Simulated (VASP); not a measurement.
# CdTe (F-43m) in VASP: relaxation of cell and atoms with PBE

Aim: the relaxation of cell and atoms of CdTe with PBE.

Program: VASP 6.6.1. These are calculated values, not measurements. Logs are shortened: lines on timing, memory, paths and dates and some standing lists are left out, and cuts for length are marked.

## (1) The crystal as given

It takes space group F-43m (No. 216, cubic). The conventional cell has a = 6.410 Å, b = 6.410 Å, c = 6.410 Å, α = 90.00°, β = 90.00°, γ = 90.00°. Cd (site symmetry -43m) has 4 Te at 2.78 Å as nearest neighbours. Around Te (site symmetry -43m) lie 4 Cd at 2.78 Å.

## (2) Relaxation of cell and atoms, PBE

INCAR

```
SYSTEM = CdTe
PREC = Accurate
ENCUT = 600
EDIFF = 1E-7
ISMEAR = 0
SIGMA = 0.02
LREAL = .FALSE.
LASPH = .TRUE.
NELM = 60
ALGO = Normal
ISIF = 3
LWAVE = .FALSE.
LCHARG = .FALSE.
GGA = PE
IBRION = 2
NSW = 80
EDIFFG = -0.004
```

KPOINTS

```
Automatic mesh
0
G
  8 8 8
  0 0 0
```

POSCAR

```
CdTe
1.0
    0.0000000000      3.2050000000      3.2050000000
    3.2050000000      0.0000000000      3.2050000000
    3.2050000000      3.2050000000      0.0000000000
Cd Te
1 1
Direct
    0.0000000000      0.0000000000      0.0000000000
    0.2500000000      0.2500000000      0.2500000000
```

Potentials or basis: VASP PAW PBE potentials, release 64 (Cd, Te).

Started as:

```console
$ cat potpaw_PBE.64/Cd/POTCAR potpaw_PBE.64/Te/POTCAR > POTCAR
$ mpirun -np 1 vasp_std > vasp.out
```

OUTCAR:

```text
SYSTEM = CdTe
   PREC = Accurate
   ENCUT = 600
   EDIFF = 1E-7
   ISMEAR = 0
   LREAL = .FALSE.
   LASPH = .TRUE.
   NELM = 60
   ISIF = 3
   GGA = PE
   IBRION = 2
   NSW = 80
   EDIFFG = -0.004

 ion  position               nearest neighbor table
   1  0.000  0.000  0.000-   2 2.78   2 2.78   2 2.78   2 2.78
   2  0.250  0.250  0.250-   1 2.78   1 2.78   1 2.78   1 2.78

  LATTYP: Found a face centered cubic cell.
 ALAT       =     6.4100000000

  Lattice vectors:

 A1 = (   0.0000000000,   3.2050000000,   3.2050000000)
 A2 = (   3.2050000000,   0.0000000000,   3.2050000000)
 A3 = (   3.2050000000,   3.2050000000,   0.0000000000)

Analysis of symmetry for initial positions (statically):
=====================================================================
 Subroutine PRICEL returns:
 Original cell was already a primitive cell.

 Routine SETGRP: Setting up the symmetry group for a
 face centered cubic supercell.

 Subroutine GETGRP returns: Found 24 space group operations
 (whereof 24 operations were pure point group operations)
 out of a pool of 48 trial point group operations.

The static configuration has the point symmetry T_d .

Analysis of symmetry for dynamics (positions and initial velocities):
=====================================================================
 Subroutine PRICEL returns:
 Original cell was already a primitive cell.

 Routine SETGRP: Setting up the symmetry group for a
 face centered cubic supercell.

 Subroutine GETGRP returns: Found 24 space group operations
 (whereof 24 operations were pure point group operations)
 out of a pool of 48 trial point group operations.

The dynamic configuration has the point symmetry T_d .

 Subroutine INISYM returns: Found 24 space group operations
 (whereof 24 operations are pure point group operations),
 and found     1 'primitive' translations

----------------------------------------------------------------------------------------

                                     Primitive cell

  volume of cell :      65.8437

  direct lattice vectors                    reciprocal lattice vectors
     0.000000000  3.205000000  3.205000000    -0.156006240  0.156006240  0.156006240
     3.205000000  0.000000000  3.205000000     0.156006240 -0.156006240  0.156006240
     3.205000000  3.205000000  0.000000000     0.156006240  0.156006240 -0.156006240

  length of vectors
     4.532554467  4.532554467  4.532554467     0.270210734  0.270210734  0.270210734

  position of ions in fractional coordinates (direct lattice)
     0.000000000  0.000000000  0.000000000
     0.250000000  0.250000000  0.250000000

  ion indices of the primitive-cell ions
   primitive index   ion index
                 1           1
                 2           2

----------------------------------------------------------------------------------------

 KPOINTS: Automatic mesh

Automatic generation of k-mesh.
 Grid dimensions read from file:
 generate k-points for:    8    8    8

 Generating k-lattice:

  Cartesian coordinates                     Fractional coordinates (reciprocal lattice)
    -0.019500780  0.019500780  0.019500780     0.125000000  0.000000000  0.000000000
     0.019500780 -0.019500780  0.019500780     0.000000000  0.125000000  0.000000000
     0.019500780  0.019500780 -0.019500780     0.000000000  0.000000000  0.125000000

  Length of vectors
     0.033776342  0.033776342  0.033776342

  Shift w.r.t. Gamma in fractional coordinates (k-lattice)
     0.000000000  0.000000000  0.000000000

 Subroutine IBZKPT returns following result:
 ===========================================

 Found     29 irreducible k-points:

 Following reciprocal coordinates:
            Coordinates               Weight
  0.000000  0.000000  0.000000      1.000000
  0.125000  0.000000  0.000000      8.000000
  0.250000  0.000000  0.000000      8.000000
  0.375000  0.000000  0.000000      8.000000
  0.500000  0.000000  0.000000      4.000000
  0.125000  0.125000  0.000000      6.000000
[... 16 lines left out ...]
  0.500000  0.250000  0.125000     48.000000
 -0.375000  0.250000  0.125000     24.000000
 [... further k-points ...]
   k-points           NKPTS =     29   k-points in BZ     NKDIM =     29   number of bands    NBANDS=     13
   number of dos      NEDOS =    301   number of ions     NIONS =      2
   total plane-waves  NPLWV =  46656
   dimension x,y,z NGX =    36 NGY =   36 NGZ =   36
   dimension x,y,z NGXF=    72 NGYF=   72 NGZF=   72
   ions per type =               1   1
   NGX,Y,Z   is equivalent  to a cutoff of  13.20, 13.20, 13.20 a.u.
   NGXF,Y,Z  is equivalent  to a cutoff of  26.41, 26.41, 26.41 a.u.
 SYSTEM =  CdTe
   PREC   = accura    normal or accurate (medium, high low for compatibility)
   ISTART =      0    job   : 0-new  1-cont  2-samecut
   ICHARG =      2    charge: 1-file 2-atom 10-const
   ISPIN  =      1    spin polarized calculation?
   LNONCOLLINEAR =      F non collinear calculations
   LSORBIT =      F    spin-orbit coupling
   LASPH  =      T    aspherical Exc in radial PAW
   ENCUT  =  600.0 eV  44.10 Ry    6.64 a.u.   9.05  9.05  9.05*2*pi/ulx,y,z
   NELM   =     60;   NELMIN=  2; NELMDL= -5     # of ELM steps
   EDIFF  = 0.1E-06   stopping-criterion for ELM
   LREAL  =      F    real-space projection
   EDIFFG = -.4E-02   stopping-criterion for IOM
   NSW    =     80    number of steps for IOM
   IBRION =      2    ionic relax: 0-MD 1-quasi-New 2-CG
   NFREE  =      1    steps in history (QN), initial steepest desc. (CG)
   ISIF   =      3    stress and relaxation
   ISYM   =      2    0-nonsym 1-usesym 2-fastsym
   POTIM  = 0.5000    time-step for ionic-motion
   TEBEG  =    0.0;   TEEND  =   0.0 temperature during run
   PSTRESS=    0.0 pullay stress
   NELECT =      18.0000    total number of electrons
   NUPDOWN=      -1.0000    fix difference up-down
   EMIN   =  10.00;   EMAX   =-10.00  energy-range for DOS
   EFERMI =   0.00;   METHOD = LEGACY
   ISMEAR =     0;   SIGMA  =   0.02  broadening in eV -4-tet -1-fermi 0-gaus
   EFERMI_NEDOS =   21; number of points for ismear=-14 and -15
   IALGO  =     38    algorithm
   IMIX   =      4    mixing-type and parameters
     AMIX     =   0.40;   BMIX     =  1.00
     AMIX_MAG =   1.60;   BMIX_MAG =  1.00
  volume/ion in A,a.u.               =      32.92       222.17
  Fermi-wavevector in a.u.,A,eV,Ry     =   1.062497  2.007828 15.359610  1.128899
  Thomas-Fermi vector in A             =   2.197950
   LORBIT       =      0    0 simple, 1 ext, 2 COOP (PROOUT), +10 PAW based schemes
   GGA     = PE    functional components
   LHFCALC =     F    Hartree Fock is set to
   AEXX    =    0.0000 exact exchange contribution
   IVDW    =     0    specifies the selected vdW correction
   LEPSILON=     F    determine dielectric tensor
   LRPA    =     F    only Hartree local field effects (RPA)
 conjugate gradient relaxation of ions
 non-spin polarized calculation
 Gauss-broadening in eV      SIGMA  =   0.02
  energy-cutoff  :      600.00
  volume of cell :       65.84
 maximum number of plane-waves:      2216
   NGX = 19   NGY = 19   NGZ = 19

--------------------------------------- Ionic step        1  -------------------------------------------

 number of electron      17.9999995 magnetization

 Free energy of the ion-electron system (eV)
  ---------------------------------------------------
  ext. energy  EPLUGINS =         0.00000000
  ---------------------------------------------------
  free energy    TOTEN  =        -4.72644495 eV

  energy without entropy =       -4.72644495  energy(sigma->0) =       -4.72644495

------------------------ aborting loop because EDIFF is reached ----------------------------------------

  FORCE on cell =-STRESS in cart. coord.  units (eV):
  Direction    XX          YY          ZZ          XY          YZ          ZX
  --------------------------------------------------------------------------------------
  -------------------------------------------------------------------------------------
  Total        1.7882542      1.7882542      1.7882542     -0.0000000     -0.0000000     -0.0000000
  in kB       43.5136731     43.5136731     43.5136731     -0.0000000     -0.0000000     -0.0000000
  external PRESSURE =      43.5136731 kB  Pullay stress =       0.0000000 kB
[... 129 lines left out ...]
  energy  without entropy=       -4.8103809482  energy(sigma->0) =       -4.81038095

--------------------------------------- Ionic step        5  -------------------------------------------

 number of electron      18.0000006 magnetization

 Free energy of the ion-electron system (eV)
  ---------------------------------------------------
  ext. energy  EPLUGINS =         0.00000000
  ---------------------------------------------------
  free energy    TOTEN  =        -4.81039718 eV

  energy without entropy =       -4.81039718  energy(sigma->0) =       -4.81039718

 E-fermi :   1.9231     XC(G=0):  -8.2986

 val. band max:        1.7782419832   @ k =   0.0000   0.0000   0.0000
 cond. band min:       2.3541345032   @ k =   0.0000   0.0000   0.0000
 fundamental gap:      0.5758925199
 Fermi energy:         1.9230993369

 k-point     1 :       0.0000    0.0000    0.0000
  band No.  band energies     occupation
      1      -9.0439      2.00000
      2      -6.3055      2.00000
      3      -6.3055      2.00000
      4      -6.3055      2.00000
      5      -6.0903      2.00000
      6      -6.0903      2.00000
      7       1.7782      2.00000
      8       1.7782      2.00000
      9       1.7782      2.00000
     10       2.3541      0.00000
     11       6.4183      0.00000
     12       6.4183      0.00000
     13       6.4183      0.00000
[... 353 lines left out ...]
 k-point    24 :      -0.3750    0.2500    0.1250
  band No.  band energies     occupation
      1      -8.6550      2.00000
      2      -6.2321      2.00000
      3      -6.2224      2.00000
      4      -6.1021      2.00000
      5      -6.0853      2.00000
      6      -5.7079      2.00000
      7      -2.1338      2.00000
      8      -0.0723      2.00000
      9       0.6620      2.00000
     10       4.8663      0.00000
     11       6.4395      0.00000
     12       7.6568      0.00000
     13       8.7918      0.00000

 [... further k-points ...]

------------------------ aborting loop because EDIFF is reached ----------------------------------------

  FORCE on cell =-STRESS in cart. coord.  units (eV):
  Direction    XX          YY          ZZ          XY          YZ          ZX
  --------------------------------------------------------------------------------------
  -------------------------------------------------------------------------------------
  Total        0.0016491      0.0016491      0.0016491     -0.0000000     -0.0000000     -0.0000000
  in kB        0.0363749      0.0363749      0.0363749     -0.0000000     -0.0000000     -0.0000000
  external PRESSURE =       0.0363749 kB  Pullay stress =       0.0000000 kB
[... 17 lines left out ...]
  FREE ENERGIE OF THE ION-ELECTRON SYSTEM (eV)
  ---------------------------------------------------
  free  energy   TOTEN  =        -4.8103971842 eV

  energy  without entropy=       -4.8103971842  energy(sigma->0) =       -4.81039718

 reached required accuracy - stopping structural energy minimisation
```

It took 52 s on 1 thread of Intel Xeon 6975P-C (Granite Rapids), shared host; peak memory 0.23 GiB.

Results:

```
Free energy                            : -4.8104 eV
Relaxed volume                         : 36.32 Å³/atom
Relaxed cell                           : a = 4.683 Å, b = 4.683 Å, c = 4.683 Å, α = 60.00°, β = 60.00°, γ = 60.00°
Space group after relaxing (to 0.05 Å) : F-43m (No. 216)
Energy gained by relaxing              : 42.0 meV/atom
Ionic steps                            : 5
Pressure after relaxing                : 0.0 GPa
Band gap on the k mesh                 : 0.58 eV, direct
```

Step by step:
| step | energy change (eV) | largest force (eV/Å) | pressure (GPa) | volume (Å³) |
| --- | --- | --- | --- | --- |
| 1 | 0.0000 | 0.0000 | 4.35 | 65.84 |
| 2 | -0.0777 | 0.0000 | -0.93 | 74.74 |
| 3 | -0.0840 | 0.0000 | 0.02 | 72.61 |
| 4 | -0.0839 | 0.0000 | -0.05 | 72.75 |
| 5 | -0.0840 | 0.0000 | 0.00 | 72.64 |

Final structure:
```yaml
crystal:
  lattice:
    - [0.00000, 3.31165, 3.31165]
    - [3.31165, 0.00000, 3.31165]
    - [3.31165, 3.31165, 0.00000]
  atoms:
    - { symbol: Cd, position: [0.00000, 0.00000, 0.00000] }
    - { symbol: Te, position: [0.25000, 0.25000, 0.25000] }
```

Levels at points of the mesh, in eV from the valence-band top:
| k point | band 7 | band 8 | band 9 | band 10 | band 11 | band 12 |
| --- | --- | --- | --- | --- | --- | --- |
| (0.00, 0.00, 0.00) | 0.00 | 0.00 | 0.00 | 0.58 | 4.64 | 4.64 |
| (0.50, 0.00, 0.00) | -4.07 | -0.68 | -0.68 | 1.75 | 5.21 | 5.21 |
| (0.50, 0.50, 0.00) | -4.00 | -1.65 | -1.65 | 2.67 | 2.75 | 8.50 |

Caveat: spin-orbit coupling is left out, which moves the levels of the heavy elements; the volume moved by +10 % from the deposited cell, more than functionals usually miss. Zero-point motion and thermal expansion aren't in these numbers.
